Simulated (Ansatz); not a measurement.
## Sb under strain

Method: DFT PBE, scalar-relativistic, plane waves, PAW (Ansatz 0.2.0). Run with 420 eV cutoff, 14×10×10 k-mesh, Gaussian smearing of 0.10 eV, no spin polarisation.

Starting point, cell and atoms relaxed:

```yaml
crystal:
  lattice:
    - [3.11048, 0.00000, 0.00000]
    - [0.00000, 4.39642, 0.00000]
    - [-0.00950, 0.00000, 4.39513]
  atoms:
    - { symbol: Sb, position: [0.00018, 0.75000, 0.74993] }
    - { symbol: Sb, position: [0.99982, 0.25000, 0.25007] }
```

Deformation: c alone is stretched, the rest of the cell is held and the atoms relax, all within the symmetry that the strain leaves. Energies are extrapolated to zero smearing.

```tsv
strain (%)	ΔE (meV/atom)	a (Å)	b (Å)	c (Å)
-6.0	33.5	3.110	4.396	4.131
-4.0	14.8	3.110	4.396	4.219
-2.0	3.8	3.110	4.396	4.307
+0.0	0.0	3.110	4.396	4.395
+2.0	3.4	3.110	4.396	4.483
+4.0	12.7	3.110	4.396	4.571
+6.0	26.9	3.110	4.396	4.659
```

**Question.** What stiffness (1/V) d²E/dε² at zero strain does a cubic fit over all points give?

**Answer.** A cubic fit gives (1/V) d²E/dε² = 89 GPa at zero strain (the elastic constant along c at held a and b).

This simple cubic form isn't the element's structure at ambient conditions.